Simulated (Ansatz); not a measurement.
In under changes of volume

One of the cells (26.144 Å³/atom); the others are scaled copies at fixed shape and fractional positions:

```
In
1.0
    -1.62547    1.62547    2.47370
     1.62547   -1.62547    2.47370
     1.62547    1.62547   -2.47370
In
1
Direct
  0.00000 0.00000 0.00000
```

| Property | Result |
| --- | --- |
| Program | Ansatz 0.2.0 |
| Functional | r2SCAN |
| Potentials or basis | Ansatz PAW |
| Cutoff | 500 eV (not typed: the program's choice for these potentials) |
| k mesh | 11 × 11 × 11 |
| Occupations | fermi-dirac, width 0.05 eV |
| Spin | no spin polarisation |

```tsv
volume (Å³/atom)	energy over the lowest point (meV/atom)	pressure (GPa)
24.575	16.64	3.4
25.098	7.58	2.2
25.621	2.18	1.2
26.144	0.00	0.2
26.666	0.64	-0.6
27.189	?	?
27.712	9.06	-1.9
```

Q: What does the run at 27.189 Å³/atom give?

A: Energy over the lowest point 3.76 meV/atom; pressure -1.3 GPa.

Worked out: A Birch-Murnaghan fit of order 3 (a polynomial in V^(-2/3)) to the other rows has its minimum at 26.28 Å³/atom with B0 = V·E''(V) = 42 GPa and B' = 5.5 at fixed shape and positions, which overstates the stiffness. It gives 3.76 meV/atom at 27.189 Å³/atom, against the run's 3.76, and -dE/dV = -1.3 GPa, against -1.3.

Energies are extrapolated to zero smearing.

Caveats: the PAW data sets come from PBE, with cores solved anew for the run's functional, which leaves a small shift of forces and pressure.
